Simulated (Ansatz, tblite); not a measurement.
## A script for SnSe$_{2}$ (GFN1-xTB)

These are simulated results from tblite 0.8.0, not measurements. The cell was built from a prototype and was relaxed with r2SCAN in plane waves (Ansatz 0.2.0). Not every such cell is a known phase. All runs are without spin polarisation.

It is tetragonal, I4_1/amd (No. 141); conventional cell a = 5.629 Å, c = 11.023 Å, 29.10 Å³ an atom. Sn has 6 Se at 2.54–2.82 Å; Se has 3 Sn at 2.54–2.82 Å.

tblite solves periodic systems at the zone centre alone, so the script builds a cluster of 2×2×1 conventional cells (48 atoms), which folds in a coarse mesh of k points.

run.py reads:

```python
import json
from ase import Atoms
from ase.build import make_supercell
from ase.units import Bohr, GPa, Hartree
from tblite.interface import Calculator

atoms = Atoms(['Sn', 'Sn', 'Se', 'Se', 'Se', 'Se'],
              cell=[[-2.81439627, 2.81439627, 5.51128348], [2.81439627, -2.81439627, 5.51128348], [2.81439627, 2.81439627, -5.51128348]],
              scaled_positions=[[0.75, 0.25, 0.5], [0.0, 0.0, 0.0], [0.51937717, 0.01937717, 0.5], [0.76937717, 0.76937717, 0.0], [0.23062283, 0.23062283, 0.0], [0.98062283, 0.48062283, 0.5]],
              pbc=True)
cluster = make_supercell(atoms, [[0, 2, 2], [2, 0, 2], [1, 1, 0]])
calc = Calculator('GFN1-xTB', cluster.numbers, cluster.positions / Bohr, lattice=cluster.cell[:] / Bohr, periodic=cluster.pbc)
calc.set('temperature', 0.02 / Hartree)
calc.set('max-iter', 150)
res = calc.singlepoint()
levels = res.get('orbital-energies') * Hartree
nv = round(res.get('orbital-occupations').sum() / 2)
cells = len(cluster) // len(atoms)
out = {'energy_per_cell': res.get('energy') * Hartree / cells, 'homo': levels[nv - 1], 'lumo': levels[nv],
       'stress': (-res.get('virial') * Hartree / cluster.get_volume() / GPa).tolist(), 'charges': res.get('charges')[:len(atoms)].tolist(), 'electrons': 2 * nv / cells}
json.dump(out, open('results.json', 'w'))
for key, value in out.items():
    print(key, value)
```

Command: `python run.py`. It took 1.9 s on 1 thread of Arm Neoverse V1, on a shared host, peak memory 0.12 GiB.

The log:

```
------------------------------------------------------------
  cycle        total energy    energy error   density error
------------------------------------------------------------
      1     -149.4780560894  -1.4921020E+02   2.2691246E-01
      2     -149.4792482543  -1.1921648E-03   1.3076650E-01
      3     -149.4791553906   9.2863639E-05   8.6835201E-03
      4     -149.4797472384  -5.9184781E-04   1.2567594E-03
      5     -149.4797494400  -2.2015636E-06   2.7512540E-04
      6     -149.4797497771  -3.3713366E-07   1.0867749E-04
      7     -149.4797502104  -4.3328444E-07   4.8370821E-06
------------------------------------------------------------

 total:                                   1.234 sec
energy_per_cell -508.4438982251576
homo -10.008284692538409
lumo -9.624581276394816
stress [[-8.480905991474168, -2.981280183937092e-10, 5.014371697184236e-07], [-2.981279925628233e-10, -8.48086145266869, 7.57266729644973e-08], [5.014371696238826e-07, 7.572667291927873e-08, -2.643986343925069]]
charges [0.08298688785360392, 0.08299018095520705, -0.04150569346032978, -0.04148682555361221, -0.041481390982343394, -0.041480574040506264]
electrons 32.0
```

The cycle table is in hartree for the whole cluster, and the lines after it are in eV (the energy for one cell). The printed stress is in GPa and positive in compression, and the pressure is its mean diagonal.

GFN1-xTB gives a gap of 0.38 eV. On the same cell, plane-wave PBE (Ansatz, 6×6×6 k points and the special points) gives a gap of 0.29 eV and r2SCAN a gap of 0.48 eV; on shared hosts these took about 24 and 57 core-seconds on the 6-atom cell, against 1.9 for the script. Spin-orbit coupling, left out in all these runs, can cut or reorder the gap by tenths of an eV, up to about 1 eV with Pb or Bi. xTB was fitted to molecules, so gaps, charges and pressures of solids can be far off, and the gap also depends on the size of the cluster.

The same script was run on cells scaled at fixed shape and fractional coordinates:

```
volume (Å³/atom)  energy (meV/atom)  pressure (GPa, positive in compression)  gap (eV)
           25.61              -73.0                                     0.63      0.50
           27.36              -55.8                                    -3.55      0.44
           29.10                0.0                                    -6.54      0.38
           30.85               83.7                                    -8.72      0.33
           32.59              187.9                                   -10.31      0.27
```

A Birch-Murnaghan fit puts the minimum at 25.83 Å³/atom, 11.2 % below the given cell, with a bulk modulus of 68.6 GPa at fixed shape.

xTB was fitted mostly to molecules, and a small cluster samples few k points, so gaps, pressures and kinks along a curve can be far from a solid's.

No spin-orbit coupling is included; it can move band edges with weight on the heavy atoms by tenths of an eV.
